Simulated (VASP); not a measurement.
VASP inputs for KBr (strained rocksalt)

INCAR

```
ISIF = 2
LASPH = .TRUE.
LCHARG = .FALSE.
EDIFF = 1E-7
LWAVE = .FALSE.
NSW = 0
LREAL = .FALSE.
ISMEAR = 0
SIGMA = 0.01
IBRION = -1
NELM = 120
ENCUT = 520
NBANDS = 15
PREC = Accurate
METAGGA = R2SCAN
ALGO = Normal
```

KPOINTS

```
KPOINTS created by Atomic Simulation Environment
0
Gamma
6 6 6
0 0 0
```

KPOINTS_OPT

```
special points
6
Reciprocal
0.0000000000 0.0000000000 0.0000000000 1
0.5000000000 0.0000000000 0.5000000000 1
0.6250000000 0.2500000000 0.6250000000 1
0.3750000000 0.3750000000 0.7500000000 1
0.5000000000 0.5000000000 0.5000000000 1
0.5000000000 0.2500000000 0.7500000000 1
```

POSCAR

```
K  Br
 1.0000000000000000
     0.0000000000000000    3.3022478200999998    3.3022478200999998
     3.2583279241000001    0.0000000000000000    3.3022478200999998
     3.2583279241000001    3.3022478200999998    0.0000000000000000
 K   Br
   1   1
Cartesian
  0.0000000000000000  0.0000000000000000  0.0000000000000000
  3.2583279240999996  3.3022478201000003  3.3022478201000007
```

VASP ran with the recommended PBE PAW datasets (16 valence electrons in the cell).

**Question.** Estimate the main results of this run.

**Answer.** gap between bands v and c 5.11 eV; least direct gap 5.11 eV; pressure 0.3 GPa.

Band v is the last that the valence electrons fill when counted band by band, and c is the next. Levels in eV from the top of v:

```
point    v−1      v     c   c+1
    Γ  -0.01   0.00  5.11  8.20
    X  -0.29  -0.29  6.35  8.06
    K  -0.65  -0.34  7.12  9.06
    L  -0.35  -0.34  7.15  8.91
    W  -0.61  -0.56  7.98  7.98
```
